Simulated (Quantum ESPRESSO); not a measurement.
# How a distortion at fixed volume moves the moments of NiO

Wanted: the trend of the moments of NiO with a distortion at fixed volume.

Main program and level: Quantum ESPRESSO 7.5; PBE with U = 3.6 eV on Ni d (ortho-atomic projectors); plane waves with GBRV 1.5 PBE potentials, no spin-orbit coupling.

### Step 1. The starting structure

The structure is cubic, space group Fm-3m (No. 225). The conventional cell has a = 4.172 Å, b = 4.172 Å, c = 4.172 Å, α = 90.00°, β = 90.00°, γ = 90.00°. Nearest to Ni lie 6 O at 2.09 Å. O has 6 Ni at 2.09 Å nearest. Farther neighbours and most contacts between anions are not listed.

The cell comes from the Crystallography Open Database.

### Step 2. Factor along z 0.92, ferro +

Lengths along Cartesian z scale by the factor and those normal to it by its inverse root. Atoms keep their fractional places. Seeded atoms are those given a starting moment.

pw.in reads:

```
&CONTROL
  calculation = 'scf'
  prefix = 'pwscf'
  outdir = './tmp'
  pseudo_dir = './pseudo'
  disk_io = 'nowf'
  tprnfor = .true.
  tstress = .true.
/
&SYSTEM
  ibrav = 0
  celldm(1) = 8
  nat = 2
  ntyp = 2
  ecutwfc = 40
  ecutrho = 280
  nbnd = 20
  occupations = 'smearing'
  smearing = 'fd'
  degauss = 0.00999582
  nspin = 2
  starting_magnetization(1) = 0.1111
  starting_magnetization(2) = 0
/
&ELECTRONS
  conv_thr = 4d-09
  electron_maxstep = 150
  mixing_beta = 0.3
/
ATOMIC_SPECIES
Ni     58.6934 ni_pbe_v1.4.uspp.F.UPF
O      15.9990 o_pbe_v1.2.uspp.F.UPF
CELL_PARAMETERS alat
   0.0000000000000    0.5136990850804    0.4533050248931
   0.5136990850804    0.0000000000000    0.4533050248931
   0.5136990850804    0.5136990850804    0.0000000000000
ATOMIC_POSITIONS crystal
Ni      0.0000000000    0.0000000000    0.0000000000
O       0.5000000000    0.5000000000    0.5000000000
K_POINTS automatic
8 8 8 0 0 0
HUBBARD {ortho-atomic}
U Ni-3d 3.6000
```

Started as:

```sh
$ OMP_NUM_THREADS=1 mpirun -n 2 pw.x -nk 2 -in pw.in > pw.out
```

Log:

```text
Program PWSCF v.7.5 starts

     Message from routine setup:
     using ibrav=0 with symmetry is DISCOURAGED, use correct ibrav instead

     K-points division:     npool     =       2
     Subspace diagonalization in iterative solution of the eigenvalue problem:

     bravais-lattice index     =            0
     lattice parameter (alat)  =       8.0000  a.u.
     unit-cell volume          =     122.4921 (a.u.)^3
     number of atoms/cell      =            2
     number of atomic types    =            2
     number of electrons       =        24.00
     number of Kohn-Sham states=           20
     kinetic-energy cutoff     =      40.0000  Ry
     charge density cutoff     =     280.0000  Ry
     scf convergence threshold =      4.0E-09
     mixing beta               =       0.3000
     number of iterations used =            8  plain     mixing
     Exchange-correlation= SLA  PW   PBE  PBE
                           (   1   4   3   4   0   0   0)
     Hubbard projectors: ortho-atomic
     Hubbard parameters of DFT+U (Dudarev formulation) in eV:
     U(Ni-3d) =  3.6000

     Internal variables: lda_plus_u =T, lda_plus_u_kind = 0

     Internal variables: orbital_resolved =F, hub_pot_fix =F, apply_U = F

     celldm(1)=   8.000000  celldm(2)=   0.000000  celldm(3)=   0.000000
     celldm(4)=   0.000000  celldm(5)=   0.000000  celldm(6)=   0.000000

     crystal axes: (cart. coord. in units of alat)
               a(1) = (   0.000000   0.513699   0.453305 )
               a(2) = (   0.513699   0.000000   0.453305 )
               a(3) = (   0.513699   0.513699   0.000000 )

     reciprocal axes: (cart. coord. in units 2 pi/alat)
               b(1) = ( -0.973332  0.973332  1.103010 )
               b(2) = (  0.973332 -0.973332  1.103010 )
               b(3) = (  0.973332  0.973332 -1.103010 )

     PseudoPot. # 1 for Ni read from file:
     ni_pbe_v1.4.uspp.F.UPF
     Pseudo is Ultrasoft + core correction, Zval = 18.0

     PseudoPot. # 2 for O  read from file:
     o_pbe_v1.2.uspp.F.UPF
     Pseudo is Ultrasoft + core correction, Zval =  6.0

     atomic species   valence    mass     pseudopotential
     Ni               18.00    58.69340     Ni( 1.00)
     O                 6.00    15.99900     O ( 1.00)

     Starting magnetic structure
     atomic species   magnetization
     Ni              0.111
     O               0.000

     16 Sym. Ops., with inversion, found

   Cartesian axes

     site n.     atom                  positions (alat units)
         1        Ni     tau(   1) = (   0.0000000   0.0000000   0.0000000  )
         2        O      tau(   2) = (   0.5136991   0.5136991   0.4533050  )

     number of k points=    59  Fermi-Dirac smearing, width (Ry)=  0.0100
                       cart. coord. in units 2pi/alat
        k(    1) = (   0.0000000   0.0000000   0.0000000), wk =   0.0019531
        k(    2) = (   0.1216666   0.1216666  -0.1378763), wk =   0.0156250
        k(    3) = (   0.2433331   0.2433331  -0.2757525), wk =   0.0156250
        k(    4) = (   0.3649997   0.3649997  -0.4136288), wk =   0.0156250
        k(    5) = (  -0.4866662  -0.4866662   0.5515050), wk =   0.0078125
        [... 54 further k-points ...]

     Dense  grid:     9719 G-vectors     FFT dimensions: (  30,  30,  32)

     Smooth grid:     4131 G-vectors     FFT dimensions: (  24,  24,  24)

     Check: negative core charge=   -0.000015
     Generating pointlists ...
     new r_m :   0.1870 (alat units)  1.4959 (a.u.) for type    1
     new r_m :   0.1870 (alat units)  1.4959 (a.u.) for type    2

     Initial potential from superposition of free atoms

     starting charge      22.0000, renormalised to      24.0000

     STARTING HUBBARD OCCUPATIONS:

     =================== HUBBARD OCCUPATIONS ===================
     ------------------------ ATOM    1 ------------------------
     Tr[ns(  1)] (up, down, total) =   5.00000  3.00000  8.00000
     Atomic magnetic moment for atom   1 =   2.00000
     [... lines left out ...]
     Number of occupied Hubbard levels =    8.0000

     Atomic wfc used for Hubbard projectors are orthogonalized

     Starting wfcs are   17 randomized atomic wfcs +    3 random wfcs

     Self-consistent Calculation

     iteration #  1     ecut=    40.00 Ry     beta= 0.30
     Davidson diagonalization with overlap
     ethr =  1.00E-02,  avg # of iterations =  6.1

     =================== HUBBARD OCCUPATIONS ===================
     ------------------------ ATOM    1 ------------------------
     Tr[ns(  1)] (up, down, total) =   2.81410  0.95397  3.76807
     Atomic magnetic moment for atom   1 =   1.86013
     [... lines left out ...]
     Number of occupied Hubbard levels =    3.7681

     total energy              =    -366.85614796 Ry
     estimated scf accuracy    <      29.55939732 Ry

     total magnetization       =     2.06 Bohr mag/cell
     absolute magnetization    =     2.08 Bohr mag/cell

     iteration #  2     ecut=    40.00 Ry     beta= 0.30
     Davidson diagonalization with overlap
     ethr =  1.00E-02,  avg # of iterations =  3.0

     total energy              =    -374.02977689 Ry
     estimated scf accuracy    <      11.43546047 Ry

     total magnetization       =     0.12 Bohr mag/cell
     absolute magnetization    =     0.13 Bohr mag/cell

     [... further iterations left out ...]

     iteration # 13     ecut=    40.00 Ry     beta= 0.30
     Davidson diagonalization with overlap
     ethr =  9.20E-11,  avg # of iterations =  1.4

     total energy              =    -375.42987248 Ry
     estimated scf accuracy    <          7.7E-09 Ry

     total magnetization       =     1.98 Bohr mag/cell
     absolute magnetization    =     2.00 Bohr mag/cell

     iteration # 14     ecut=    40.00 Ry     beta= 0.30
     Davidson diagonalization with overlap
     ethr =  3.19E-11,  avg # of iterations =  1.3

     Magnetic moment per site  (integrated on atomic sphere of radius R)
     atom   1 (R=0.187)  charge= 15.2458  magn=  1.6219
     atom   2 (R=0.187)  charge=  5.3316  magn=  0.2567

     End of self-consistent calculation

     =================== HUBBARD OCCUPATIONS ===================
     ------------------------ ATOM    1 ------------------------
     Tr[ns(  1)] (up, down, total) =   4.96196  3.29092  8.25288
     Atomic magnetic moment for atom   1 =   1.67104
     [... lines left out ...]
     Number of occupied Hubbard levels =    8.2529

     Number of k-points >= 100: set verbosity='high' to print the bands.

     the Fermi energy is    14.4988 ev

!    total energy              =    -375.42987405 Ry
     estimated scf accuracy    <          2.6E-10 Ry
     smearing contrib. (-TS)   =      -0.00048197 Ry
     internal energy E=F+TS    =    -375.42939209 Ry

     The total energy is F=E-TS. E is the sum of the following terms:
     one-electron contribution =    -217.61780767 Ry
     hartree contribution      =     123.51758194 Ry
     xc contribution           =     -42.98042323 Ry
     ewald contribution        =    -238.39503086 Ry
     Hubbard energy            =       0.04628773 Ry

     total magnetization       =     1.98 Bohr mag/cell
     absolute magnetization    =     2.00 Bohr mag/cell

     convergence has been achieved in  14 iterations

     Forces acting on atoms (cartesian axes, Ry/au):

     atom    1 type  1   force =     0.00000000    0.00000000    0.00000000
     atom    2 type  2   force =     0.00000000    0.00000000    0.00000000

     Total force =     0.000000     Total SCF correction =     0.000000

     Computing stress (Cartesian axis) and pressure

          total   stress  (Ry/bohr**3)                   (kbar)     P=      158.91
   0.00009501  -0.00000000   0.00000000           13.98       -0.00        0.00
  -0.00000000   0.00009501  -0.00000000           -0.00       13.98       -0.00
  -0.00000000  -0.00000000   0.00305070           -0.00       -0.00      448.77

=------------------------------------------------------------------------------=
   JOB DONE.
=------------------------------------------------------------------------------=
```

It took 14 s on 2 MPI ranks of Arm Neoverse V2, shared host; peak memory 0.16 GiB; 28 s of CPU time.

Spin moment in the atom's sphere by atom:

| atom | spin moment in the atom's sphere (μB) |
| --- | --- |
| Ni1 | 1.62 |
| O2 | 0.26 |

This step gave:

```yaml
smearing_term_ts: 0.006557 eV
pressure: 15.89 GPa
magnetization: 1.985 μB
absolute_magnetization: 1.998 μB
final_state: ferromagnetic
```

### Step 3. Factor along z 0.92, antiferro q=(0,1/2,1/2) +-

The wavevector q is in fractions of the reciprocal vectors of the crystal's primitive cell, as the cells of these inputs are built from it; moments change sign between cells as cos(2π q·R).

pw.in reads:

```
&CONTROL
  calculation = 'scf'
  prefix = 'pwscf'
  outdir = './tmp'
  pseudo_dir = './pseudo'
  disk_io = 'nowf'
  tprnfor = .true.
  tstress = .true.
/
&SYSTEM
  ibrav = 0
  celldm(1) = 8
  nat = 4
  ntyp = 3
  ecutwfc = 40
  ecutrho = 280
  nbnd = 33
  occupations = 'smearing'
  smearing = 'fd'
  degauss = 0.00999582
  nspin = 2
  starting_magnetization(1) = 0.1111
  starting_magnetization(2) = -0.1111
  starting_magnetization(3) = 0
/
&ELECTRONS
  conv_thr = 8d-09
  electron_maxstep = 150
  mixing_beta = 0.3
/
ATOMIC_SPECIES
Ni1    58.6934 ni_pbe_v1.4.uspp.F.UPF
Ni2    58.6934 ni_pbe_v1.4.uspp.F.UPF
O      15.9990 o_pbe_v1.2.uspp.F.UPF
CELL_PARAMETERS alat
   0.0000000000000    0.5136990850804    0.4533050248931
   1.0273981701584    0.0000000000000    0.9066100497862
   1.0273981701584    0.5136990850804    0.4533050248931
ATOMIC_POSITIONS crystal
Ni1     0.0000000000    0.0000000000    0.0000000000
Ni2     0.0000000000    0.5000000000    0.0000000000
O       0.5000000000    0.0000000000    0.5000000000
O       0.5000000000    0.5000000000    0.5000000000
K_POINTS automatic
8 4 8 0 0 0
HUBBARD {ortho-atomic}
U Ni1-3d 3.6000
U Ni2-3d 3.6000
```

Log:

```text
     [... lines left out ...]
Program PWSCF v.7.5 starts
     [... lines left out ...]
     number of atoms/cell      =            4
     [... lines left out ...]
     number of electrons       =        48.00
     number of Kohn-Sham states=           33
     kinetic-energy cutoff     =      40.0000  Ry
     charge density cutoff     =     280.0000  Ry
     scf convergence threshold =      8.0E-09
     [... lines left out ...]
      8 Sym. Ops., with inversion, found
     [... lines left out ...]
     number of k points=    55  Fermi-Dirac smearing, width (Ry)=  0.0100
     [... lines left out ...]
     iteration # 15     ecut=    40.00 Ry     beta= 0.30
     [... lines left out ...]
     Magnetic moment per site  (integrated on atomic sphere of radius R)
     atom   1 (R=0.187)  charge= 15.2407  magn=  1.6310
     atom   2 (R=0.187)  charge= 15.2407  magn= -1.6310
     atom   3 (R=0.187)  charge=  5.3340  magn= -0.0727
     atom   4 (R=0.187)  charge=  5.3340  magn=  0.0727
     [... lines left out ...]
     Tr[ns(  1)] (up, down, total) =   4.96093  3.28234  8.24326
     [... lines left out ...]
     Tr[ns(  2)] (up, down, total) =   3.28234  4.96093  8.24327
     [... lines left out ...]
     the Fermi energy is    14.6261 ev
!    total energy              =    -750.85695329 Ry
     estimated scf accuracy    <          8.9E-10 Ry
     smearing contrib. (-TS)   =      -0.00093262 Ry
     [... lines left out ...]
     total magnetization       =     0.00 Bohr mag/cell
     absolute magnetization    =     3.74 Bohr mag/cell
     convergence has been achieved in  15 iterations
     [... lines left out ...]
     Total force =     0.000000     Total SCF correction =     0.000000
     [... lines left out ...]
          total   stress  (Ry/bohr**3)                   (kbar)     P=      161.20
     [... lines left out ...]
```

Wall time 72 s (2 MPI ranks); peak memory 0.27 GiB; 2.4 min of CPU time.

Spin moment in the atom's sphere by atom:

| atom | spin moment in the atom's sphere (μB) |
| --- | --- |
| Ni1 | 1.63 |
| Ni2 | -1.63 |
| O3 | -0.07 |
| O4 | 0.07 |

This step gave:

| Quantity | Value |
| --- | --- |
| smearing term TS | 0.01269 eV |
| pressure | 16.12 GPa |
| magnetization | 0 μB |
| absolute magnetization | 3.736 μB |
| final state | antiferromagnetic |

(Part 1 of 2 ends here.)

[Logs and program files are shortened in this print: banners, set-up blocks, solver, clock and traceback lines can be left out without a mark of their own.]

[Logs are printed without paths, hosts, clocks, repeated set-up lines and the standing remarks that a program may print on its own settings, such as how far it seeks lower states.]

[Hosts, paths, dates, database ids (printed as entryN), source tags and the programs' standing remarks are cut or masked in the printed files.]

[Where a cell is said to come from a database of computed structures, the database is the Materials Project.]
